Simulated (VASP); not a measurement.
# Ti in VASP: a series of runs

The runs below take Ti through single point, with LDA.

Program: VASP 6.6.1. These are calculated values, not measurements. Logs are shortened: lines on timing, memory, paths and dates and some standing lists are left out, and cuts for length are marked.

**1. The slab as given**

The cell holds a slab with vacuum, 6 atoms: a = 2.950 Å, b = 2.950 Å, c = 23.715 Å, α = 90.00°, β = 90.00°, γ = 120.00°.

The slab is cut from a database's or a generator's crystal, which needn't be the stable form of the element.

**2. Single point, LDA**

The input, INCAR:

```
PREC = Accurate ; ENCUT = 400
EDIFF = 0.001 ; ISMEAR = 1
SIGMA = 0.1 ; LREAL = F
LASPH = T ; NELM = 120
ALGO = Normal ; ISIF = 2
LWAVE = F ; LCHARG = F
LDIPOL = T ; IDIPOL = 3
DIPOL = 0.5 0.5 0.500 ; GGA = CA
NBANDS = 50 ; LVHAR = T
LVACPOTAV = T
```

The input, KPOINTS:

```
Automatic mesh
0
Gamma
  13 13 1
```

The input, POSCAR:

```
Ti
1.0
    2.9499978604      0.0000000000      0.0000000000
   -1.4749989302      2.5547730882      0.0000000000
    0.0000000000      0.0000000000     23.7150000000
Ti
6
Direct
    0.6666666667      0.3333333334      0.2530044276
    0.3333333333      0.6666666666      0.3518026565
    0.6666666667      0.3333333334      0.4506008855
    0.3333333333      0.6666666666      0.5493991145
    0.6666666667      0.3333333334      0.6481973435
    0.3333333333      0.6666666666      0.7469955724
```

Potentials or basis: VASP PAW LDA potentials, release 64 (Ti_sv).

Launch:

```sh
$ cat potpaw_LDA.64/Ti_sv/POTCAR > POTCAR
$ mpirun -np 1 vasp_std > vasp.out
```

OUTCAR:

```text
PREC = Accurate
   ENCUT = 400
   EDIFF = 0.001
   ISMEAR = 1
   LREAL = F
   LASPH = T
   NELM = 120
   ISIF = 2
   GGA = CA

 Found     21 irreducible k-points:

 Following reciprocal coordinates:
            Coordinates               Weight
  0.000000  0.000000  0.000000      1.000000
  0.076923  0.000000  0.000000      6.000000
  0.153846 -0.000000  0.000000      6.000000
  0.230769 -0.000000  0.000000      6.000000
  0.307692 -0.000000  0.000000      6.000000
  0.384615  0.000000  0.000000      6.000000
   k-points           NKPTS =     21   k-points in BZ     NKDIM =     21   number of bands    NBANDS=     50
   number of dos      NEDOS =    301   number of ions     NIONS =      6
   total plane-waves  NPLWV =  64000
   dimension x,y,z NGX =    20 NGY =   20 NGZ =  160
   dimension x,y,z NGXF=    40 NGYF=   40 NGZF=  320
   ions per type =               6
   NGX,Y,Z   is equivalent  to a cutoff of  11.27, 11.27, 11.22 a.u.
   NGXF,Y,Z  is equivalent  to a cutoff of  22.54, 22.54, 22.43 a.u.
 SYSTEM =  unknown system
   PREC   = accura    normal or accurate (medium, high low for compatibility)
   ISTART =      0    job   : 0-new  1-cont  2-samecut
   ICHARG =      2    charge: 1-file 2-atom 10-const
   ISPIN  =      1    spin polarized calculation?
   LNONCOLLINEAR =      F non collinear calculations
   LSORBIT =      F    spin-orbit coupling
   LASPH  =      T    aspherical Exc in radial PAW
   ENCUT  =  400.0 eV  29.40 Ry    5.42 a.u.   4.81  4.81 38.67*2*pi/ulx,y,z
   NELM   =    120;   NELMIN=  2; NELMDL= -5     # of ELM steps
   EDIFF  = 0.1E-02   stopping-criterion for ELM
   LREAL  =      F    real-space projection
   EDIFFG = 0.1E-01   stopping-criterion for IOM
   NSW    =      0    number of steps for IOM
   IBRION =     -1    ionic relax: 0-MD 1-quasi-New 2-CG
   NFREE  =      0    steps in history (QN), initial steepest desc. (CG)
   ISIF   =      2    stress and relaxation
   ISYM   =      2    0-nonsym 1-usesym 2-fastsym
   POTIM  = 0.5000    time-step for ionic-motion
   TEBEG  =    0.0;   TEEND  =   0.0 temperature during run
   PSTRESS=    0.0 pullay stress
   NELECT =      72.0000    total number of electrons
   NUPDOWN=      -1.0000    fix difference up-down
   EMIN   =  10.00;   EMAX   =-10.00  energy-range for DOS
   EFERMI =   0.00;   METHOD = LEGACY
   ISMEAR =     1;   SIGMA  =   0.10  broadening in eV -4-tet -1-fermi 0-gaus
   EFERMI_NEDOS =   21; number of points for ismear=-14 and -15
   IALGO  =     38    algorithm
   IMIX   =      4    mixing-type and parameters
     AMIX     =   0.40;   BMIX     =  1.00
     AMIX_MAG =   1.60;   BMIX_MAG =  1.00
  volume/ion in A,a.u.               =      29.79       201.02
  Fermi-wavevector in a.u.,A,eV,Ry     =   1.209075  2.284821 19.889848  1.461863
  Thomas-Fermi vector in A             =   2.344664
   LORBIT       =      0    0 simple, 1 ext, 2 COOP (PROOUT), +10 PAW based schemes
   GGA     = CA    functional components
   LHFCALC =     F    Hartree Fock is set to
   AEXX    =    0.0000 exact exchange contribution
   IVDW    =     0    specifies the selected vdW correction
   LEPSILON=     F    determine dielectric tensor
   LRPA    =     F    only Hartree local field effects (RPA)
 non-spin polarized calculation
 Methfessel and Paxton  Order N= 1 SIGMA  =   0.10
  energy-cutoff  :      400.00
  volume of cell :      178.73
 maximum number of plane-waves:      3277
 NGX is ok and might be reduce to    20
   NGX =  9   NGY =  9   NGZ = 77

 number of electron      71.9999981 magnetization

 dipolmoment           0.000000      0.000000     -0.000000 electrons x Angstroem

 Free energy of the ion-electron system (eV)
  ---------------------------------------------------
  ext. energy  EPLUGINS =         0.00000000
  ---------------------------------------------------
  free energy    TOTEN  =       -48.69865387 eV

  energy without entropy =      -48.69848369  energy(sigma->0) =      -48.69859714

 E-fermi :   2.9207     XC(G=0):  -7.9298

 val. band max:        2.9130881909   @ k =   0.2308  -0.0000   0.0000
 cond. band min:       2.9432932650   @ k =   0.3077   0.2308   0.0000
 fundamental gap:      0.0302050741
 Fermi energy:         2.9207464289

 k-point     1 :       0.0000    0.0000    0.0000
  band No.  band energies     occupation
      1     -53.3606      2.00000
      2     -53.3605      2.00000
      3     -53.2460      2.00000
      4     -53.1946      2.00000
      5     -53.1430      2.00000
      6     -53.1264      2.00000
[... 40 lines left out ...]
     47       3.8615     -0.00000
     48       4.0504     -0.00000

 k-point     2 :       0.0769    0.0000    0.0000
  band No.  band energies     occupation
      1     -53.3563      2.00000
      2     -53.3563      2.00000
      3     -53.2407      2.00000
      4     -53.1904      2.00000
      5     -53.1396      2.00000
      6     -53.1238      2.00000
[... 40 lines left out ...]
     47       3.9520     -0.00000
     48       4.0219     -0.00000

 k-point     3 :       0.1538   -0.0000    0.0000
  band No.  band energies     occupation
      1     -53.3441      2.00000
      2     -53.3440      2.00000
      3     -53.2255      2.00000
      4     -53.1783      2.00000
      5     -53.1300      2.00000
      6     -53.1163      2.00000
[... 40 lines left out ...]
     47       4.0814     -0.00000
     48       4.1894     -0.00000

 k-point     4 :       0.2308   -0.0000    0.0000
  band No.  band energies     occupation
      1     -53.3270      2.00000
      2     -53.3269      2.00000
      3     -53.2036      2.00000
      4     -53.1613      2.00000
      5     -53.1170      2.00000
      6     -53.1064      2.00000
[... 40 lines left out ...]
     47       4.4393     -0.00000
     48       4.5111     -0.00000

 k-point     5 :       0.3077   -0.0000    0.0000
  band No.  band energies     occupation
      1     -53.3088      2.00000
      2     -53.3088      2.00000
      3     -53.1792      2.00000
      4     -53.1434      2.00000
      5     -53.1033      2.00000
      6     -53.0965      2.00000
[... 40 lines left out ...]
     47       4.8213     -0.00000
     48       4.8304     -0.00000

 k-point     6 :       0.3846    0.0000    0.0000
  band No.  band energies     occupation
      1     -53.2937      2.00000
      2     -53.2936      2.00000
      3     -53.1572      2.00000
      4     -53.1290      2.00000
      5     -53.0923      2.00000
      6     -53.0888      2.00000
[... 40 lines left out ...]
     47       5.2931      0.00000
     48       5.3103      0.00000

 [... further k-points ...]

 [bands above 48 left out]

------------------------ aborting loop because EDIFF is reached ----------------------------------------

  FORCE on cell =-STRESS in cart. coord.  units (eV):
  Direction    XX          YY          ZZ          XY          YZ          ZX
  --------------------------------------------------------------------------------------
  -------------------------------------------------------------------------------------
  Total       -8.6316590     -8.6316590     -8.5086454      0.0000000     -0.0000000     -0.0000000
  in kB      -77.3762527    -77.3762527    -76.2735299      0.0000000     -0.0000000     -0.0000000
  external PRESSURE =     -77.0086785 kB  Pullay stress =       0.0000000 kB

 VOLUME and BASIS-vectors are now :
 -----------------------------------------------------------------------------
  energy-cutoff  :      400.00
  volume of cell :      178.73
      direct lattice vectors                 reciprocal lattice vectors
     2.949997860  0.000000000  0.000000000     0.338983297  0.195712098  0.000000000
    -1.474998930  2.554773088  0.000000000     0.000000000  0.391424195  0.000000000
     0.000000000  0.000000000 23.715000000     0.000000000  0.000000000  0.042167405

 POSITION                                       TOTAL-FORCE (eV/Angst)
 -----------------------------------------------------------------------------------
      1.47500      0.85159      6.00000        -0.000000      0.000000      1.028072
     -0.00000      1.70318      8.34300        -0.000000     -0.000000     -0.587173
      1.47500      0.85159     10.68600        -0.000000      0.000000      0.049216
     -0.00000      1.70318     13.02900         0.000000     -0.000000     -0.049216
      1.47500      0.85159     15.37200         0.000000      0.000000      0.587173
     -0.00000      1.70318     17.71500         0.000000     -0.000000     -1.028072
 -----------------------------------------------------------------------------------
    total drift:                                0.000000      0.000000      0.000000

  FREE ENERGIE OF THE ION-ELECTRON SYSTEM (eV)
  ---------------------------------------------------
  free  energy   TOTEN  =       -48.6986538659 eV

  energy  without entropy=      -48.6984836854  energy(sigma->0) =      -48.69859714
```

OSZICAR:

```text
N       E                     dE             d eps       ncg     rms          rms(c)
DAV:   1     0.890910471427E+03    0.89091E+03   -0.34054E+04  2276   0.138E+03
DAV:   2     0.686621469098E+02   -0.82225E+03   -0.80360E+03  2162   0.475E+02
DAV:   3    -0.363318465523E+02   -0.10499E+03   -0.10103E+03  3294   0.151E+02
DAV:   4    -0.553352184388E+02   -0.19003E+02   -0.18852E+02  3144   0.534E+01
DAV:   5    -0.571193257676E+02   -0.17841E+01   -0.17827E+01  3336   0.141E+01    0.201E+01
DAV:   6    -0.121103962586E+03   -0.63985E+02   -0.33060E+02  3518   0.781E+01    0.550E+01
DAV:   7    -0.480098200628E+02    0.73094E+02   -0.35698E+02  3214   0.453E+01    0.107E+01
DAV:   8    -0.493597796495E+02   -0.13500E+01   -0.47762E+01  3000   0.189E+01    0.616E+00
DAV:   9    -0.491064911401E+02    0.25329E+00   -0.30991E+00  3080   0.657E+00    0.507E+00
DAV:  10    -0.490442400220E+02    0.62251E-01   -0.18602E-01  3016   0.257E+00    0.477E+00
DAV:  11    -0.489485428276E+02    0.95697E-01   -0.83860E-01  3136   0.631E+00    0.369E+00
DAV:  12    -0.487373615299E+02    0.21118E+00   -0.11151E+00  3000   0.625E+00    0.178E+00
DAV:  13    -0.487085280066E+02    0.28834E-01   -0.51482E-01  3040   0.485E+00    0.867E-01
DAV:  14    -0.487045894683E+02    0.39385E-02   -0.41009E-02  2706   0.126E+00    0.678E-01
DAV:  15    -0.487006435386E+02    0.39459E-02   -0.39019E-02  2808   0.802E-01    0.530E-01
DAV:  16    -0.486994673283E+02    0.11762E-02   -0.16220E-02  2616   0.828E-01    0.286E-01
DAV:  17    -0.486986538659E+02    0.81346E-03   -0.39413E-03  1878   0.297E-01
   1 F= -.48698654E+02 E0= -.48698597E+02  d E =-.170180E-03
```

Run time: 75 s. Hardware: 1 thread of Intel Xeon 6975P-C (Granite Rapids), shared host; peak memory 0.23 GiB.

These settings aren't checked as converged: the numbers below hold their error.

What came out:

```
Free energy            : -48.6987 eV
Largest force          : 1.028 eV/Å
Band gap on the k mesh : none (metal or under the smearing width)
```

**3. Single point, LDA**

This run uses another cell than the first one, of 33.56 Å³/atom, 1.127 times its volume.

The input, INCAR:

```
PREC = Accurate ; ENCUT = 400
EDIFF = 1E-7 ; ISMEAR = 1
SIGMA = 0.1 ; LREAL = F
LASPH = T ; NELM = 120
ALGO = Normal ; ISIF = 2
LWAVE = F ; LCHARG = F
GGA = CA ; NBANDS = 50
LVHAR = T ; LVACPOTAV = T
IDIPOL = 3
```

KPOINTS is that of step 2.

The input, POSCAR:

```
Ti
1.0
    2.9499978604      0.0000000000      0.0000000000
   -1.4749989302      2.5547730882      0.0000000000
    0.0000000000      0.0000000000     26.7150000000
Ti
6
Direct
    0.6666666667      0.3333333334      0.2807411567
    0.3333333333      0.6666666666      0.3684446940
    0.6666666667      0.3333333334      0.4561482313
    0.3333333333      0.6666666666      0.5438517687
    0.6666666667      0.3333333334      0.6315553060
    0.3333333333      0.6666666666      0.7192588433
```

Potentials or basis: VASP PAW LDA potentials, release 64 (Ti_sv).

Launch:

```sh
$ cat potpaw_LDA.64/Ti_sv/POTCAR > POTCAR
$ mpirun -np 1 vasp_std > vasp.out
```

Run time: 2.5 min. Hardware: 1 thread of Intel Xeon 6975P-C (Granite Rapids), shared host; peak memory 0.25 GiB.

The run converged, but some of its settings lie outside the range that counts as converged, so its numbers aren't taken as properties of the slab.

What came out:

```yaml
Free_energy: -48.6999 eV
Largest_force: 1.033 eV/Å
Band_gap_on_the_k_mesh: none (metal or under the smearing width)
```

**4. Single point, LDA**

The input, INCAR:

```
PREC = Accurate ; ENCUT = 400
EDIFF = 1E-7 ; ISMEAR = 1
SIGMA = 0.1 ; LREAL = F
LASPH = T ; NELM = 120
ALGO = Normal ; ISIF = 2
LWAVE = F ; LCHARG = F
LDIPOL = T ; IDIPOL = 3
DIPOL = 0.5 0.5 0.500 ; GGA = CA
NBANDS = 50 ; LVHAR = T
LVACPOTAV = T
```

The input, KPOINTS:

```
Automatic mesh
0
Gamma
  16 16 1
```

The input, POSCAR:

```
Ti
1.0
    2.9499978604      0.0000000000      0.0000000000
   -1.4749989302      2.5547730882      0.0000000000
    0.0000000000      0.0000000000     23.7150000000
Ti
6
Direct
    0.6666666667      0.3333333334      0.2530044276
    0.3333333333      0.6666666666      0.3518026565
    0.6666666667      0.3333333334      0.4506008855
    0.3333333333      0.6666666666      0.5493991145
    0.6666666667      0.3333333334      0.6481973435
    0.3333333333      0.6666666666      0.7469955724
```

Launch:

```sh
$ cat potpaw_LDA.64/Ti_sv/POTCAR > POTCAR
$ mpirun -np 1 vasp_std > vasp.out
```

Wall time 2.6 min (1 thread of Intel Xeon 6975P-C (Granite Rapids), shared host); peak memory 0.26 GiB.

These settings aren't checked as converged: the numbers below hold their error.

Results:

```yaml
Free_energy: -48.7018 eV
Largest_force: 1.037 eV/Å
Band_gap_on_the_k_mesh: none (metal or under the smearing width)
Work_function_of_the_upper_face: 4.62 eV
Work_function_of_the_lower_face: 4.62 eV
```

[end of part 1 of 2]
